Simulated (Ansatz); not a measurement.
Perturbing HfO₂

Base: an entry of the Crystallography Open Database (COD) whose atoms were relaxed with PBE, the cell held.

```
Hf O
1.0
     5.05980    0.00000    0.00000
     0.00000   10.01720    0.00000
     0.00000    0.00000    5.22760
Hf O
8 16
Direct
  0.74515 0.88454 0.96486
  0.24515 0.61546 0.03514
  0.25485 0.38454 0.53514
  0.75485 0.11546 0.46486
  0.25485 0.11546 0.03514
  0.75485 0.38454 0.96486
  0.74515 0.61546 0.46486
  0.24515 0.88454 0.53514
  0.87051 0.79074 0.62402
  0.37051 0.70926 0.37598
  0.12949 0.29074 0.87598
  0.62949 0.20926 0.12402
  0.12949 0.20926 0.37598
  0.62949 0.29074 0.62402
  0.87051 0.70926 0.12402
  0.37051 0.79074 0.87598
  0.50288 0.97644 0.26172
  0.00288 0.52356 0.73828
  0.49712 0.47644 0.23828
  0.99712 0.02356 0.76172
  0.49712 0.02356 0.73828
  0.99712 0.47644 0.26172
  0.50288 0.52356 0.76172
  0.00288 0.97644 0.23828
```

Atoms are numbered from 1 in the order listed; like atoms form one site, named after its first atom.

Computed with Ansatz: DFT, PBE, plane waves and PAW, scalar-relativistic, 420 eV cutoff, Γ-centred 5×3×5 k-points, Fermi–Dirac smearing 0.02 eV.

Gradients in 10²¹ V/m²:

| site | atoms | V_zz base | η base | V_zz variant | η variant |
| --- | --- | --- | --- | --- | --- |
| Hf | 1, 2, 3, 4, 5, … | 11.47 | 0.25 | 12.58 | 0.29 |
| O9 | 9, 10, 11, 12, 13, … | -2.85 | 0.49 | -2.88 | 0.41 |
| O17 | 17, 18, 19, 20, 21, … | -1.49 | 0.69 | -1.77 | 0.83 |

Task: Which change was made?
A. z compressed by 1 %, ions relaxed
B. volume scaled by 0.98, ions relaxed
C. z stretched by 2 %, ions relaxed
D. volume scaled by 1.06, ions relaxed

Result: C. The largest change of V_zz is on Hf, from 11.47 to 12.58. In per cent, |V_zz| changes by +10 on Hf, +1 to +19 on O (all sites that start above 0.5).

Without spin–orbit coupling the gradients at and beside Hf can be off by some per cent, at some sites by more.
For the base: At this cell the PBE pressure is 6 GPa, so with PBE the cell would grow if it were relaxed.
